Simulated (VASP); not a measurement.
# SnO2 (Cassiterite) (P4_2/mnm) in VASP: a series of runs

The runs below take SnO2 (Cassiterite) through single point, relaxation of cell and atoms, with LDA, rev-vdW-DF2, vdW-DF-cx.

Program: VASP 6.6.1. These are calculated values, not measurements. Logs are shortened: lines on timing, memory, paths and dates and some standing lists are left out, and cuts for length are marked.

## (1) The crystal as given

Symmetry: P4_2/mnm, No. 136, tetragonal system. Conventional cell: a = 4.738 Å, b = 4.738 Å, c = 3.187 Å, α = 90.00°, β = 90.00°, γ = 90.00°. Sn (site symmetry mmm) is surrounded by 6 O at 2.05 to 2.06 Å. O (site symmetry m2m) has 3 Sn at 2.05 to 2.06 Å as nearest neighbours.

## (2) Single point, LDA

INCAR

```
SYSTEM = SnO2
PREC = Accurate
ENCUT = 400
EDIFF = 1E-7
ISMEAR = -5
SIGMA = 0.05
LREAL = .False.
LASPH = .True.
NELM = 100
ALGO = Normal
ISIF = 2
LWAVE = .False.
LCHARG = .False.
GGA = CA
NBANDS = 35
ADDGRID = .False.
```

KPOINTS

```
Automatic mesh
0
Gamma
  6 6 9
  0 0 0
```

POSCAR

```
SnO2
1.0
    4.7380000000      0.0000000000      0.0000000000
    0.0000000000      4.7380000000      0.0000000000
    0.0000000000      0.0000000000      3.1865000000
Sn O
2 4
Direct
    0.5000000000      0.5000000000      0.5000000000
    0.0000000000      0.0000000000      0.0000000000
    0.8071000000      0.1929000000      0.5000000000
    0.6929000000      0.6929000000      0.0000000000
    0.1929000000      0.8071000000      0.5000000000
    0.3071000000      0.3071000000      0.0000000000
```

Potentials or basis: VASP PAW LDA potentials, release 64 (Sn_d, O).

On the command line:

```sh
cat potpaw_LDA.64/Sn_d/POTCAR potpaw_LDA.64/O/POTCAR > POTCAR
mpirun -np 1 vasp_std > vasp.out
```

OUTCAR:

```text
SYSTEM = SnO2
   PREC = Accurate
   ENCUT = 400
   EDIFF = 1E-7
   ISMEAR = -5
   LREAL = .False.
   LASPH = .True.
   NELM = 100
   ISIF = 2
   GGA = CA

 Found     50 irreducible k-points:

 Following reciprocal coordinates:
            Coordinates               Weight
  0.000000  0.000000  0.000000      1.000000
  0.166667  0.000000  0.000000      4.000000
  0.333333  0.000000  0.000000      4.000000
  0.500000  0.000000  0.000000      2.000000
  0.166667  0.166667  0.000000      4.000000
  0.333333  0.166667  0.000000      8.000000
   k-points           NKPTS =     50   k-points in BZ     NKDIM =     50   number of bands    NBANDS=     35
   number of dos      NEDOS =    301   number of ions     NIONS =      6
   total plane-waves  NPLWV =  24576
   dimension x,y,z NGX =    32 NGY =   32 NGZ =   24
   dimension x,y,z NGXF=    64 NGYF=   64 NGZF=   48
   ions per type =               2   4
   NGX,Y,Z   is equivalent  to a cutoff of  11.23, 11.23, 12.52 a.u.
   NGXF,Y,Z  is equivalent  to a cutoff of  22.46, 22.46, 25.04 a.u.
 SYSTEM =  SnO2
   PREC   = accura    normal or accurate (medium, high low for compatibility)
   ISTART =      0    job   : 0-new  1-cont  2-samecut
   ICHARG =      2    charge: 1-file 2-atom 10-const
   ISPIN  =      1    spin polarized calculation?
   LNONCOLLINEAR =      F non collinear calculations
   LSORBIT =      F    spin-orbit coupling
   LASPH  =      T    aspherical Exc in radial PAW
   ENCUT  =  400.0 eV  29.40 Ry    5.42 a.u.   7.73  7.73  5.20*2*pi/ulx,y,z
   NELM   =    100;   NELMIN=  2; NELMDL= -5     # of ELM steps
   EDIFF  = 0.1E-06   stopping-criterion for ELM
   LREAL  =      F    real-space projection
   EDIFFG = 0.1E-05   stopping-criterion for IOM
   NSW    =      0    number of steps for IOM
   IBRION =     -1    ionic relax: 0-MD 1-quasi-New 2-CG
   NFREE  =      0    steps in history (QN), initial steepest desc. (CG)
   ISIF   =      2    stress and relaxation
   ISYM   =      2    0-nonsym 1-usesym 2-fastsym
   POTIM  = 0.5000    time-step for ionic-motion
   TEBEG  =    0.0;   TEEND  =   0.0 temperature during run
   PSTRESS=    0.0 pullay stress
   NELECT =      52.0000    total number of electrons
   NUPDOWN=      -1.0000    fix difference up-down
   EMIN   =  10.00;   EMAX   =-10.00  energy-range for DOS
   EFERMI =   0.00;   METHOD = LEGACY
   ISMEAR =    -5;   SIGMA  =   0.05  broadening in eV -4-tet -1-fermi 0-gaus
   EFERMI_NEDOS =   21; number of points for ismear=-14 and -15
   IALGO  =     38    algorithm
   IMIX   =      4    mixing-type and parameters
     AMIX     =   0.40;   BMIX     =  1.00
     AMIX_MAG =   1.60;   BMIX_MAG =  1.00
  volume/ion in A,a.u.               =      11.92        80.45
  Fermi-wavevector in a.u.,A,eV,Ry     =   1.472000  2.781677 29.480903  2.166785
  Thomas-Fermi vector in A             =   2.587068
   LORBIT       =      0    0 simple, 1 ext, 2 COOP (PROOUT), +10 PAW based schemes
   GGA     = CA    functional components
   LHFCALC =     F    Hartree Fock is set to
   AEXX    =    0.0000 exact exchange contribution
   IVDW    =     0    specifies the selected vdW correction
   LEPSILON=     F    determine dielectric tensor
   LRPA    =     F    only Hartree local field effects (RPA)
 non-spin polarized calculation
 Fermi weights with tetrahedron method with Bloechl corrections
  energy-cutoff  :      400.00
  volume of cell :       71.53
 maximum number of plane-waves:      1316
 NGX is ok and might be reduce to    32
   NGX = 15   NGY = 15   NGZ = 11

 number of electron      51.9999984 magnetization

 Free energy of the ion-electron system (eV)
  ---------------------------------------------------
  ext. energy  EPLUGINS =         0.00000000
  ---------------------------------------------------
  free energy    TOTEN  =       -42.35965249 eV

  energy without entropy =      -42.35965249  energy(sigma->0) =      -42.35965249

 E-fermi :   5.9286     XC(G=0): -11.7987

 val. band max:        5.8600522023   @ k =   0.0000   0.0000   0.0000
 cond. band min:       7.0259455486   @ k =   0.0000   0.0000   0.0000
 fundamental gap:      1.1658933462
 Fermi energy:         5.9286003840

 k-point     1 :       0.0000    0.0000    0.0000
  band No.  band energies     occupation
      1     -15.1432      2.00000
      2     -14.3972      2.00000
      3     -14.1028      2.00000
      4     -14.0875      2.00000
      5     -14.0875      2.00000
      6     -13.9901      2.00000
[... 27 lines left out ...]
     34      17.7129      0.00000
     35      18.2043      0.00000

 k-point     2 :       0.1667    0.0000    0.0000
  band No.  band energies     occupation
      1     -15.1019      2.00000
      2     -14.4432      2.00000
      3     -14.1022      2.00000
      4     -14.0857      2.00000
      5     -14.0856      2.00000
      6     -14.0270      2.00000
[... 27 lines left out ...]
     34      17.7020      0.00000
     35      18.1456      0.00000

 k-point     3 :       0.3333    0.0000    0.0000
  band No.  band energies     occupation
      1     -14.9808      2.00000
      2     -14.5922      2.00000
      3     -14.1001      2.00000
      4     -14.0817      2.00000
      5     -14.0816      2.00000
      6     -14.0753      2.00000
[... 27 lines left out ...]
     34      17.8208      0.00000
     35      18.0976      0.00000

 k-point     4 :       0.5000    0.0000    0.0000
  band No.  band energies     occupation
      1     -14.7972      2.00000
      2     -14.7972      2.00000
      3     -14.0944      2.00000
      4     -14.0944      2.00000
      5     -14.0796      2.00000
      6     -14.0796      2.00000
[... 27 lines left out ...]
     34      18.0208      0.00000
     35      18.2454      0.00000

 k-point     5 :       0.1667    0.1667    0.0000
  band No.  band energies     occupation
      1     -15.0697      2.00000
      2     -14.4956      2.00000
      3     -14.1010      2.00000
      4     -14.0882      2.00000
      5     -14.0813      2.00000
      6     -14.0472      2.00000
[... 27 lines left out ...]
     34      17.6906      0.00000
     35      18.0789      0.00000

 k-point     6 :       0.3333    0.1667    0.0000
  band No.  band energies     occupation
      1     -14.9739      2.00000
      2     -14.6415      2.00000
      3     -14.0966      2.00000
      4     -14.0866      2.00000
      5     -14.0796      2.00000
      6     -14.0742      2.00000
[... 27 lines left out ...]
     34      17.7562      0.00000
     35      18.0052      0.00000

 [... further k-points ...]
[... 5 lines left out ...]
  --------------------------------------------------------------------------------------
  -------------------------------------------------------------------------------------
  Total       -2.5304832     -2.5304832     -1.7062037      0.0000000      0.0000000      0.0000000
  in kB      -56.6774123    -56.6774123    -38.2153133      0.0000000      0.0000000      0.0000000
  external PRESSURE =     -50.5233793 kB  Pullay stress =       0.0000000 kB

 VOLUME and BASIS-vectors are now :
 -----------------------------------------------------------------------------
  energy-cutoff  :      400.00
  volume of cell :       71.53
      direct lattice vectors                 reciprocal lattice vectors
     4.738000000  0.000000000  0.000000000     0.211059519  0.000000000  0.000000000
     0.000000000  4.738000000  0.000000000     0.000000000  0.211059519  0.000000000
     0.000000000  0.000000000  3.186500000     0.000000000  0.000000000  0.313823945

 POSITION                                       TOTAL-FORCE (eV/Angst)
 -----------------------------------------------------------------------------------
      2.36900      2.36900      1.59325        -0.000000      0.000000      0.000000
      0.00000      0.00000      0.00000        -0.000000      0.000000      0.000000
      3.82404      0.91396      1.59325        -0.137413      0.137413     -0.000000
      3.28296      3.28296      0.00000         0.137413      0.137413     -0.000000
      0.91396      3.82404      1.59325         0.137413     -0.137413      0.000000
      1.45504      1.45504      0.00000        -0.137413     -0.137413      0.000000
 -----------------------------------------------------------------------------------
    total drift:                                0.000000     -0.000000     -0.000000

  FREE ENERGIE OF THE ION-ELECTRON SYSTEM (eV)
  ---------------------------------------------------
  free  energy   TOTEN  =       -42.3596524889 eV

  energy  without entropy=      -42.3596524889  energy(sigma->0) =      -42.35965249
```

It took 70 s on 1 thread of Intel Xeon Platinum 8488C (Sapphire Rapids), shared host; peak memory 0.18 GiB.

These settings aren't checked as converged: the numbers below hold their error.

What came out:

| Quantity | Value |
| --- | --- |
| Free energy | -42.3597 eV |
| Largest force | 0.194 eV/Å |
| Band gap on the k mesh | 1.17 eV, direct |

Caveat: the cutoff is under 1.25 times the usual one of these potentials, so pressure, stress and relaxed cells hold a basis-set (Pulay) error; spin-orbit coupling is left out, which moves the levels of the heavy elements.

## (3) Single point, LDA

Changes to INCAR since step 2:

```diff
@@ -1,6 +1,6 @@
 SYSTEM = SnO2
-PREC = Accurate
-ENCUT = 400
+PREC = Normal
+ENCUT = 500
 EDIFF = 1E-7
-ISMEAR = -5
+ISMEAR = 0
 SIGMA = 0.05
```

KPOINTS is that of step 2.

POSCAR is that of step 2.

Potentials or basis: VASP PAW LDA potentials, release 64 (Sn_d, O).

On the command line:

```sh
cat potpaw_LDA.64/Sn_d/POTCAR potpaw_LDA.64/O/POTCAR > POTCAR
mpirun -np 1 vasp_std > vasp.out
```

It took 60 s on 1 thread of Intel Xeon Platinum 8488C (Sapphire Rapids), shared host; peak memory 0.18 GiB.

The run converged, but some of its settings lie outside the range that counts as converged, so its numbers aren't taken as properties of the crystal.

What came out:

| Property | Result |
| --- | --- |
| Free energy | -42.2786 eV |
| Pressure | 0.3 GPa |
| Largest force | 0.181 eV/Å |
| Band gap on the k mesh | 1.17 eV, direct |

Caveat: spin-orbit coupling is left out, which moves the levels of the heavy elements.

## (4) Single point, LDA

Changes to INCAR since step 3:

```diff
@@ -1,5 +1,5 @@
 SYSTEM = SnO2
-PREC = Normal
+PREC = Accurate
 ENCUT = 500
-EDIFF = 1E-7
+EDIFF = 1E-5
 ISMEAR = 0
```

KPOINTS is that of step 3.

POSCAR is that of step 3.

Potentials or basis: VASP PAW LDA potentials, release 64 (Sn_d, O).

On the command line:

```sh
cat potpaw_LDA.64/Sn_d/POTCAR potpaw_LDA.64/O/POTCAR > POTCAR
mpirun -np 1 vasp_std > vasp.out
```

OUTCAR:

```text
SYSTEM = SnO2
   PREC = Accurate
   ENCUT = 500
   EDIFF = 1E-5
   ISMEAR = 0
   LREAL = .False.
   LASPH = .True.
   NELM = 100
   ISIF = 2
   GGA = CA

 Found     50 irreducible k-points:

 Following reciprocal coordinates:
            Coordinates               Weight
  0.000000  0.000000  0.000000      1.000000
  0.166667  0.000000  0.000000      4.000000
  0.333333  0.000000  0.000000      4.000000
  0.500000  0.000000  0.000000      2.000000
  0.166667  0.166667  0.000000      4.000000
  0.333333  0.166667  0.000000      8.000000
   k-points           NKPTS =     50   k-points in BZ     NKDIM =     50   number of bands    NBANDS=     35
   number of dos      NEDOS =    301   number of ions     NIONS =      6
   total plane-waves  NPLWV =  31104
   dimension x,y,z NGX =    36 NGY =   36 NGZ =   24
   dimension x,y,z NGXF=    72 NGYF=   72 NGZF=   48
   ions per type =               2   4
   NGX,Y,Z   is equivalent  to a cutoff of  12.63, 12.63, 12.52 a.u.
   NGXF,Y,Z  is equivalent  to a cutoff of  25.26, 25.26, 25.04 a.u.
 SYSTEM =  SnO2
   PREC   = accura    normal or accurate (medium, high low for compatibility)
   ISTART =      0    job   : 0-new  1-cont  2-samecut
   ICHARG =      2    charge: 1-file 2-atom 10-const
   ISPIN  =      1    spin polarized calculation?
   LNONCOLLINEAR =      F non collinear calculations
[... 55 lines left out ...]

 val. band max:        5.8671462418   @ k =   0.0000   0.0000   0.0000
 cond. band min:       7.0351080242   @ k =   0.0000   0.0000   0.0000
 fundamental gap:      1.1679617824
 Fermi energy:         6.1654274322

 k-point     1 :       0.0000    0.0000    0.0000
  band No.  band energies     occupation
      1     -15.1403      2.00000
      2     -14.3948      2.00000
      3     -14.1010      2.00000
      4     -14.0857      2.00000
      5     -14.0857      2.00000
      6     -13.9883      2.00000
[... 217 lines left out ...]
     34      17.7497      0.00000
     35      17.9896      0.00000

 [... further k-points ...]
[... 5 lines left out ...]
  --------------------------------------------------------------------------------------
  -------------------------------------------------------------------------------------
  Total       -0.1226166     -0.1226166      0.5808742      0.0000000      0.0000000      0.0000000
  in kB       -2.7463501     -2.7463501     13.0103403      0.0000000      0.0000000      0.0000000
  external PRESSURE =       2.5058800 kB  Pullay stress =       0.0000000 kB

 VOLUME and BASIS-vectors are now :
 -----------------------------------------------------------------------------
  energy-cutoff  :      500.00
  volume of cell :       71.53
      direct lattice vectors                 reciprocal lattice vectors
     4.738000000  0.000000000  0.000000000     0.211059519  0.000000000  0.000000000
     0.000000000  4.738000000  0.000000000     0.000000000  0.211059519  0.000000000
     0.000000000  0.000000000  3.186500000     0.000000000  0.000000000  0.313823945

 POSITION                                       TOTAL-FORCE (eV/Angst)
 -----------------------------------------------------------------------------------
      2.36900      2.36900      1.59325         0.000000      0.000000      0.000000
      0.00000      0.00000      0.00000         0.000000      0.000000      0.000000
      3.82404      0.91396      1.59325        -0.128067      0.128067     -0.000000
      3.28296      3.28296      0.00000         0.128067      0.128067     -0.000000
      0.91396      3.82404      1.59325         0.128067     -0.128067      0.000000
      1.45504      1.45504      0.00000        -0.128067     -0.128067      0.000000
 -----------------------------------------------------------------------------------
    total drift:                               -0.000000      0.000000      0.000000

  FREE ENERGIE OF THE ION-ELECTRON SYSTEM (eV)
  ---------------------------------------------------
  free  energy   TOTEN  =       -42.2785693329 eV

  energy  without entropy=      -42.2785693329  energy(sigma->0) =      -42.27856933
```

Run time: 80 s. Hardware: 1 thread of Intel Xeon Platinum 8488C (Sapphire Rapids), shared host; peak memory 0.21 GiB.

These settings aren't checked as converged: the numbers below hold their error.

What came out:

```
Free energy            : -42.2786 eV
Pressure               : 0.3 GPa
Largest force          : 0.181 eV/Å
Band gap on the k mesh : 1.17 eV, direct
```

Caveat: spin-orbit coupling is left out, which moves the levels of the heavy elements.

## (5) Relaxation of cell and atoms, rev-vdW-DF2

INCAR

```
PREC = Accurate ; ENCUT = 600
EDIFF = 1E-7 ; ISMEAR = -1
SIGMA = 0.05 ; LREAL = F
LASPH = T ; NELM = 80
ALGO = Fast ; ISIF = 3
LWAVE = F ; LCHARG = F
GGA = MK ; LUSE_VDW = T
AGGAC = 0.0 ; PARAM1 = 0.1234
PARAM2 = 0.711357 ; ZAB_VDW = -1.8867
IBRION = 2 ; NSW = 40
EDIFFG = -0.02
```

KPOINTS

```
Automatic mesh
0
Gamma
  6 6 8
```

POSCAR is that of step 4.

Potentials or basis: VASP PAW PBE potentials, release 64 (Sn_d, O).

On the command line:

```sh
cat potpaw_PBE.64/Sn_d/POTCAR potpaw_PBE.64/O/POTCAR > POTCAR
mpirun -np 1 vasp_std > vasp.out
```

Wall time 8.3 min (1 thread of Intel Xeon 6975P-C (Granite Rapids), shared host); peak memory 0.53 GiB.

Results (log left out):

| Quantity | Value |
| --- | --- |
| Free energy | -26.5168 eV |
| Relaxed volume | 12.39 Å³/atom |
| Relaxed cell | a = 4.790 Å, b = 4.790 Å, c = 3.239 Å, α = 90.00°, β = 90.00°, γ = 90.00° |
| Space group after relaxing (to 0.05 Å) | P4_2/mnm (No. 136) |
| Energy gained by relaxing | 13.1 meV/atom |
| Ionic steps | 4 |
| Pressure after relaxing | 0.1 GPa |
| Largest force after relaxing | 0.007 eV/Å |
| Band gap on the k mesh | 0.77 eV, direct |

Forces in eV/Å, atoms in the order of the input:
```
Sn   0.000  0.000  0.000
Sn   0.000  0.000  0.000
O    0.005 -0.005  0.000
O   -0.005 -0.005  0.000
O   -0.005  0.005  0.000
O    0.005  0.005  0.000
```

Stress tensor (GPa, compression positive):
```
 0.19  0.00  0.00
 0.00  0.19  0.00
 0.00  0.00 -0.07
```

Step by step:
| step | energy change (eV) | largest force (eV/Å) | pressure (GPa) | volume (Å³) |
| --- | --- | --- | --- | --- |
| 1 | 0.0000 | 0.3001 | 8.55 | 71.53 |
| 2 | 0.0486 | 0.3078 | -8.93 | 78.32 |
| 3 | -0.0788 | 0.0126 | -0.07 | 74.39 |
| 4 | -0.0788 | 0.0073 | 0.10 | 74.33 |

Final structure:
```
Sn O
1.0
     4.79039    0.00000    0.00000
     0.00000    4.79039    0.00000
     0.00000    0.00000    3.23926
Sn O
2 4
Direct
  0.50000 0.50000 0.50000
  0.00000 0.00000 0.00000
  0.80616 0.19384 0.50000
  0.69384 0.69384 0.00000
  0.19384 0.80616 0.50000
  0.30616 0.30616 0.00000
```

Levels at points of the mesh, in eV from the valence-band top:
| k point | band 24 | band 25 | band 26 | band 27 | band 28 | band 29 |
| --- | --- | --- | --- | --- | --- | --- |
| (0.00, 0.00, 0.00) | -0.74 | -0.74 | 0.00 | 0.77 | 5.70 | 6.05 |
| (0.50, 0.00, 0.00) | -1.21 | -0.60 | -0.60 | 3.99 | 3.99 | 6.78 |
| (0.50, 0.50, 0.00) | -1.33 | -0.86 | -0.86 | 4.37 | 4.37 | 7.17 |
| (0.00, 0.00, 0.50) | -1.59 | -1.20 | -1.20 | 5.69 | 5.69 | 9.45 |
| (0.50, 0.00, 0.50) | -1.04 | -0.72 | -0.72 | 5.95 | 5.95 | 7.76 |
| (0.50, 0.50, 0.50) | -0.92 | -0.79 | -0.79 | 4.44 | 4.44 | 8.63 |

Caveat: the PAW data sets were made with another functional, which shifts forces and pressure a little; spin-orbit coupling is left out, which moves the levels of the heavy elements. Zero-point motion and thermal expansion aren't in these numbers.

[end of part 1 of 2]
